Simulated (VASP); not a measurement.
Output of a VASP run:

File OSZICAR:
```
       N       E                     dE             d eps       ncg     rms          rms(c)
DAV:   1     0.155021304329E+03    0.15502E+03   -0.13842E+04  1504   0.141E+03
DAV:   2    -0.546656950562E+02   -0.20969E+03   -0.20677E+03  1976   0.379E+02
DAV:   3    -0.617273662400E+02   -0.70617E+01   -0.70557E+01  2256   0.699E+01
DAV:   4    -0.618881031880E+02   -0.16074E+00   -0.16071E+00  2072   0.846E+00
DAV:   5    -0.618909565118E+02   -0.28533E-02   -0.28533E-02  2024   0.853E-01    0.256E+01
DAV:   6    -0.451920628020E+02    0.16699E+02   -0.20056E+01  2008   0.427E+01    0.819E+00
DAV:   7    -0.463418246338E+02   -0.11498E+01   -0.22995E+00  1592   0.132E+01    0.423E+00
DAV:   8    -0.463275361360E+02    0.14288E-01   -0.20337E+00  1680   0.145E+01    0.229E+00
DAV:   9    -0.456767275310E+02    0.65081E+00   -0.77797E-01  1552   0.976E+00    0.116E+00
DAV:  10    -0.457968739003E+02   -0.12015E+00   -0.68024E-02  1800   0.296E+00    0.790E-01
DAV:  11    -0.458538083106E+02   -0.56934E-01   -0.96520E-03  1624   0.986E-01    0.683E-01
DAV:  12    -0.458656653150E+02   -0.11857E-01   -0.22733E-02  1544   0.138E+00    0.349E-01
DAV:  13    -0.458693023801E+02   -0.36371E-02   -0.10930E-02  1664   0.848E-01    0.530E-02
DAV:  14    -0.458695715822E+02   -0.26920E-03   -0.46784E-04  1656   0.271E-01    0.497E-02
DAV:  15    -0.458696841038E+02   -0.11252E-03   -0.16236E-04  1584   0.160E-01    0.427E-02
DAV:  16    -0.458699520537E+02   -0.26795E-03   -0.21517E-04  1592   0.133E-01    0.105E-02
DAV:  17    -0.458699335209E+02    0.18533E-04   -0.26585E-05  1600   0.390E-02    0.825E-03
DAV:  18    -0.458699417672E+02   -0.82463E-05   -0.59840E-06   904   0.211E-02
   1 F= -.45869942E+02 E0= -.45869942E+02  d E =-.458699E+02
```

OUTCAR:
```
------------------------ aborting loop because EDIFF is reached ----------------------------------------
  FORCE on cell =-STRESS in cart. coord.  units (eV):
  Direction    XX          YY          ZZ          XY          YZ          ZX
  --------------------------------------------------------------------------------------
  Total       -0.2089208     -0.2089208     -0.2089208      0.0000000     -0.0000000      0.0000000
  in kB      -10.1414658    -10.1414658    -10.1414658      0.0000000     -0.0000000      0.0000000
  external PRESSURE =     -10.1414658 kB  Pullay stress =       0.0000000 kB
  volume of cell :       33.01
      direct lattice vectors                 reciprocal lattice vectors
     0.000000000  2.545973134  2.545973134    -0.196388561  0.196388561  0.196388561
     2.545973134  0.000000000  2.545973134     0.196388561 -0.196388561  0.196388561
     2.545973134  2.545973134  0.000000000     0.196388561  0.196388561 -0.196388561
 POSITION                                       TOTAL-FORCE (eV/Angst)
 -----------------------------------------------------------------------------------
      0.00000      0.00000      0.00000         0.000000      0.000000     -0.000000
      1.27299      1.27299      1.27299         0.000000      0.000000      0.000000
      3.81896      3.81896      3.81896        -0.000000     -0.000000     -0.000000
 -----------------------------------------------------------------------------------
    total drift:                                0.000000     -0.000000      0.000000
  FREE ENERGIE OF THE ION-ELECTRON SYSTEM (eV)
  ---------------------------------------------------
  free  energy   TOTEN  =       -45.8699417672 eV

  energy  without entropy=      -45.8699417672  energy(sigma->0) =      -45.86994177

 reached required accuracy - stopping structural energy minimisation
```
(Selected blocks of OUTCAR.)

POSCAR:
```
ZrO2
1
    0.0000000000     2.5459731343     2.5459731343
    2.5459731343     0.0000000000     2.5459731343
    2.5459731343     2.5459731343     0.0000000000
Zr O
1 2
Direct
  0.0000000000   0.0000000000   0.0000000000
  0.2500000000   0.2500000000   0.2500000000
  0.7500000000   0.7500000000   0.7500000000
```

Reconstruct the remaining input files.

This is not unique; one that fits is the input of the run itself, r2SCAN meta-GGA, plane waves, VASP's PBE PAW potentials (set 64).

**INCAR**
```
# general
SYSTEM  = ZrO2
PREC    = Normal
ENCUT   = 450
LREAL   = F   # projection in real space or not
LASPH   = T   # aspherical one-centre terms

# electronic loop
EDIFF   = 1E-5
NELM    = 100
NELMIN  = 4
ALGO    = Normal   # blocked Davidson
LMAXMIX = 4   # l cut-off of mixed one-centre charges
LMIXTAU = T

# smearing
ISMEAR  = 0   # Gaussian
SIGMA   = 0.05   # width (eV)

# functional
METAGGA = R2SCAN

# ions
IBRION  = 2
NSW     = 20   # most ionic steps
ISIF    = 2
EDIFFG  = -0.03

# output
LWAVE   = F
LCHARG  = F
```

### KPOINTS
```
kpoints
0
G
10 10 10
0 0 0
```

POTCAR, in this order: Zr_sv O (PBE.64 set). Program: vasp_std.

At this cut-off the stress carries a Pulay error, which pulls relaxed volumes low.

The compound is ZrO2 in the fluorite structure, the high-temperature cubic form, which is unstable at 0 K; the monoclinic form is the stable one. It was relaxed first.
